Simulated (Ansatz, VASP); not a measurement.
# V: VASP beside Ansatz

```
CELL_PARAMETERS angstrom
2.59341 0.00000 0.00000
-1.29670 2.24596 0.00000
0.00000 0.00000 9.15430
ATOMIC_POSITIONS crystal
V 0.00000 0.00000 0.00000
V 0.00000 0.00000 0.50000
V 0.33333 0.66667 0.75000
V 0.66667 0.33333 0.25000
```

Alike in both runs: functional PBEsol; k mesh 21 × 21 × 6; occupations gaussian, width 0.1 eV; no spin polarisation.

Ansatz relaxed the structure, and its values are those at the end. VASP's run is a single point on that final structure, the one shown.

|  | VASP | Ansatz |
| --- | --- | --- |
| version | VASP 6.6.1 | Ansatz 0.2.0 |
| potentials or method | VASP PAW PBE potentials, release 64 (V_sv) | scalar-relativistic, plane waves, PAW |
| plane-wave cutoff (eV) | 520 | 420 |
| valence electrons in the cell | 52 | 52 |

```csv
,VASP,Ansatz,Ansatz less VASP
gap on the k mesh at the Fermi level (eV),none,none,-
pressure (GPa),0.2,0.0,-0.21
```

A gap of «none» marks a metal or a gap that the smearing closes.

Caveats: the PAW data sets were made with another functional, which shifts forces and pressure a little (VASP).
